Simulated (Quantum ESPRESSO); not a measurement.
## As in Quantum ESPRESSO: convergence with k mesh

The system is As.

```
As
1.0
     4.56640    0.00000    0.00000
    -2.28320    3.95462    0.00000
     0.00000    0.00000    2.83374
As
2
Direct
  0.33670 0.67212 0.01110
  0.67221 0.33843 0.01810
```

The cell was built by a generator and needn't be a form met in nature.

The cell isn't the ideal one: atoms moved at random, drawn with an rms of 0.05 Å.

* Program: Quantum ESPRESSO 7.5
* Task: single point
* Functional: PBE
* Potentials or basis: PseudoDojo 0.5 SR PBE stringent
* Cutoff: 1415 eV
* Density cutoff: 5660 eV
* k mesh: 1 × 1 × 1
* Occupations: fermi-dirac, width 0.136 eV
* Spin: no spin polarisation

These are the settings of the first run; the series varies k mesh, with any setting tied to it.

Hardware: 1 thread of Arm Neoverse V1 (shared host).

**Question.** The values tried are 1 × 1 × 1, 1 × 1 × 2, 2 × 2 × 2, 2 × 2 × 3, 3 × 3 × 4, 4 × 4 × 4, 4 × 4 × 5, 5 × 5 × 6, 6 × 6 × 7, loosest first. From which on does the largest force stay within 0.005 eV/Å of the tightest run that finished?

**Answer.** From 5 × 5 × 6 on.

```
   k mesh  energy less the tightest run, at zero smearing (meV/atom)  pressure (GPa)  largest force (eV/Å)  SCF cycles  CPU time (s)  peak memory (GiB)
1 × 1 × 1                                                    -372.63          -17.60                 0.596           9           3.8               0.07
1 × 1 × 2                                                     316.25           17.38                 0.205           8             6               0.08
2 × 2 × 2                                                   -1022.85           -4.09                 0.071           8            21                0.1
2 × 2 × 3                                                    -413.37           -4.93                 0.063           8            20                0.1
3 × 3 × 4                                                      14.00           -1.59                 0.029           8            48               0.13
4 × 4 × 4                                                      65.27           -0.82                 0.034           8            86               0.18
4 × 4 × 5                                                      67.58           -0.27                 0.030           7            91                0.2
5 × 5 × 6                                                      36.67            0.78                 0.039           7           170                0.3
6 × 6 × 7                                                       0.00            0.05                 0.035           7           280               0.46
```

Not settled before the last step: the energy (to 1 meV/atom), the pressure (to 0.1 GPa). Meshes of other sizes hit other points, so gaps and Fermi surfaces needn't settle smoothly. The tightest run that finished is the yardstick and may itself not be fully converged.

Caveat, for the tightest run too: the k mesh is coarse.
